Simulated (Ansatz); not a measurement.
Spinel MgAl₂O₄, relaxed in Ansatz (plane waves) with several semilocal functionals. Each gives its own volume and its own bulk modulus:

```json
[
 {"level": "LDA", "V0 (Å³/atom)": "9.223", "bulk modulus B0 (GPa)": "202.7", "ln V0": "2.2217", "ln B0": "5.3117"},
 {"level": "PBEsol", "V0 (Å³/atom)": "9.511", "bulk modulus B0 (GPa)": "189.7", "ln V0": "2.2524", "ln B0": "5.2454"},
 {"level": "PBE", "V0 (Å³/atom)": "9.734", "bulk modulus B0 (GPa)": "181.0", "ln V0": "2.2756", "ln B0": "5.1985"}
]
```

Q: Fit a straight line to ln B0 against ln V0. What does it predict for r²SCAN, whose volume is 9.434 Å³/atom?

A: With x = ln V0 and y = ln B0: means 2.24990 and 5.25187; Σ(Δx Δy) = -0.003075, Σ(Δx²) = 0.001462, so the slope is -2.10. At x = 2.2443 the line gives y = 5.25187 + (-2.10) × (2.2443 − 2.24990) = 5.2636, or 193.2 GPa. The run with r²SCAN gives 200.6 GPa, +3.8 % from the line. The rows used scatter about it by up to 0.1 %, while the largest value lies 12 % above the smallest. For comparison, PBE's own equation of state has B′ = 4.1, the slope −d ln B/d ln V at a fixed functional; the two needn't agree, since functionals also differ at one volume.

Measured: 195 GPa (measured, 300 K, copied from a table, unchecked, no zero-point or thermal correction; as tabulated in BurnMan's mineral tables).

Ansatz's density-functional and Hartree–Fock values are scalar-relativistic unless marked +SOC, with PAW data made under PBE.

Ansatz is a program for electronic structure.
